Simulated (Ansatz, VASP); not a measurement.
Given: the input of a run of Ansatz 0.2.0 on PbO (Litharge).

input.yaml

```yaml
crystal:
  lattice:
    - [3.99, 0.0, 0.0]
    - [0.0, 3.99, 0.0]
    - [0.0, 0.0, 5.01]
  atoms:
    - { symbol: Pb, position: [0.5, 0.0, 0.76] }
    - { symbol: Pb, position: [0.0, 0.5, 0.24] }
    - { symbol: O, position: [0.5, 0.5, 0.0] }
    - { symbol: O, position: [0.0, 0.0, 0.0] }
hamiltonian:
  xc: { exchange: pbe, correlation: pbe, exx: { coeff: 0.4, omega: 0.2 } }
  pseudopotentials: { kind: paw }
kpoints:
  mp_grid: { grid: [4, 4, 3] }
scf:
  occupations: { method: fermi_dirac, width: 0.05 }
output:
  forces: true
  stress: true
  eigenvalues: true
```

Potentials or basis: Ansatz PAW.

Launch:

```sh
$ ansatz run input.yaml --threads 2 --pin off --max-ram 5632MiB --backend cpu --events-out ev --progress --plain --runs-dir out
```

Problem. Translate it to VASP 6.6.1. Potentials there: VASP PAW PBE potentials, release 64 (Pb_d, O).

Solution. As run (the cutoff follows the program's own potentials):

File POSCAR:

```
PbO
1.0
    3.9900000000      0.0000000000      0.0000000000
    0.0000000000      3.9900000000      0.0000000000
    0.0000000000      0.0000000000      5.0100000000
Pb O
2 2
Direct
    0.5000000000      0.0000000000      0.7600000000
    0.0000000000      0.5000000000      0.2400000000
    0.5000000000      0.5000000000      0.0000000000
    0.0000000000      0.0000000000      0.0000000000
```

Contents of INCAR.step1:

```
ALGO = Normal
EDIFF = 1E-5
ENCUT = 520
GGA = PE
ISIF = 2
ISMEAR = -1
LASPH = True
LREAL = False
LWAVE = True
NBANDS = 28
NELM = 80
PREC = Accurate
SIGMA = 0.05
```

The input INCAR.step2:

```
AEXX = 0.4
ALGO = Normal
EDIFF = 1E-7
ENCUT = 520
GGA = PE
HFSCREEN = 0.2
ISIF = 2
ISMEAR = -1
ISTART = 1
LASPH = True
LCHARG = False
LHFCALC = True
LREAL = False
LWAVE = False
NBANDS = 28
NELM = 80
PREC = Accurate
PRECFOCK = Fast
SIGMA = 0.05
```

Contents of KPOINTS:

```
k-points
0
Gamma
  4 4 3
```

Potentials or basis: VASP PAW PBE potentials, release 64 (Pb_d, O).

Run with:

```console
$ cat potpaw_PBE.64/Pb_d/POTCAR potpaw_PBE.64/O/POTCAR > POTCAR
$ cp INCAR.step1 INCAR
$ mpirun -np 1 vasp_std > vasp.out
$ cp INCAR.step2 INCAR
$ mpirun -np 1 vasp_std > vasp.out
```

Both were run:

|  | VASP | Ansatz | Ansatz less VASP |
| --- | --- | --- | --- |
| gap on the k mesh at the Fermi level (eV) | 2.27 | 2.26 | -0.007 |
| least direct gap on the mesh (eV) | 3.86 | 3.88 | +0.021 |
| pressure (GPa) | -2.8 | -3.1 | -0.28 |
| largest component of the traceless stress (GPa) | 0.28 | 0.30 | +0.016 |
| rms of the force components (eV/Å) | 0.381 | 0.410 | +0.0289 |

Atom by atom the forces differ by 0.029 eV/Å (rms over components).

Caveats: spin-orbit coupling is left out, which as a rule narrows the gap of such compounds by several tenths of an eV; the PAW data sets were made with another functional, which shifts forces and pressure a little (VASP); an odd mesh through Γ misses points on the zone boundary, where band edges often lie (VASP); odd divisions of the mesh miss points on the zone boundary, where band edges often lie, so the gap on the mesh can be too wide (Ansatz); the PAW data sets come from PBE, with cores solved anew for the run's functional, which leaves a small shift of forces and pressure (Ansatz); forces of over 1 eV/Å show positions far from the minimum, so gaps and moduli don't describe the material at rest (Ansatz); the thresholds are loose for stress (Ansatz).
